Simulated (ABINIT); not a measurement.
Runs of ABINIT 10.8.3 (patched build) on GaP. It takes space group F-43m (No. 216, cubic). The conventional cell has a = 5.451 Å, b = 5.451 Å, c = 5.451 Å, α = 90.00°, β = 90.00°, γ = 90.00°. Ga (site symmetry -43m) has 4 P at 2.36 Å as nearest neighbours. P (site symmetry -43m) is surrounded by 4 Ga at 2.36 Å. 

```tsv
task	level	potentials or basis	k mesh	cutoff (eV)	fine-grid cutoff	mesh quality	gap on the mesh (eV)	pressure (GPa)	V0 of scaled cells (Å³/atom)	B0 (GPa)
equation of state	PBE+D3	JTH PAW PBE v2.0	8 × 8 × 8	544	1088.46 eV	not flagged	-	-	20.49	80
band structure	LDA-VWN	JTH PAW LDA v2.0	8 × 8 × 8	544	1088.46 eV	not flagged	1.49	-2.8	-	-
band structure	HLE16	JTH PAW PBE v2.0	8 × 8 × 8	544	1088.46 eV	not flagged	2.28	-11.1	-	-
equation of state	PBE+D2	JTH PAW PBE v2.0	8 × 8 × 8	544	1088.46 eV	not flagged	-	-	19.86	87
band structure	WC	JTH PAW PBE v2.0	8 × 8 × 8	544	1088.46 eV	not flagged	1.51	-0.5	-	-
band structure	revPBE	PseudoDojo NC SR PBE v0.4.1 standard	8 × 8 × 8	1088	-	not flagged	1.73	4.2	-	-
band structure	RPBE	JTH PAW PBE v2.0	8 × 8 × 8	544	1088.46 eV	not flagged	1.73	(a)	-	-
equation of state	revPBE+D3(BJ)	JTH PAW PBE v2.0	8 × 8 × 8	544	1088.46 eV	not flagged	-	-	19.92	87
band structure	BP86	PseudoDojo NC SR PBE v0.4.1 standard	8 × 8 × 8	1088	-	not flagged	1.65	3.2	-	-
single point	r2SCAN	JTH PAW PBE v2.0	3 × 3 × 3	653	1251.72 eV	coarse	(b)	1.3	-	-
band structure	OLYP	PseudoDojo NC SR PBE v0.4.1 standard	8 × 8 × 8	1088	-	not flagged	1.95	3.9	-	-
band structure	rPW86PBE	PseudoDojo NC SR PBE v0.4.1 standard	8 × 8 × 8	1088	-	not flagged	1.67	4.9	-	-
```

Alike in all rows: no spin polarisation; cell as given; smearing fermi-dirac 0.05 eV.

**Question.** Fill in the values left out.

**Answer.** (a) 4.6; (b) 1.97.

Caveats: some runs use coarse meshes; the potentials were made for another functional, which shifts forces and pressure (some runs); the PAW data sets were made with another functional, which shifts forces and pressure a little (some runs); pressures at fixed basis lie under the slope of the energies (some runs); the potentials were made for a functional far from this one (some runs); an odd mesh through Γ misses points on the zone boundary, where band edges often lie (some runs).

A k mesh can miss the band edges, and the runs leave out spin-orbit coupling on Ga.
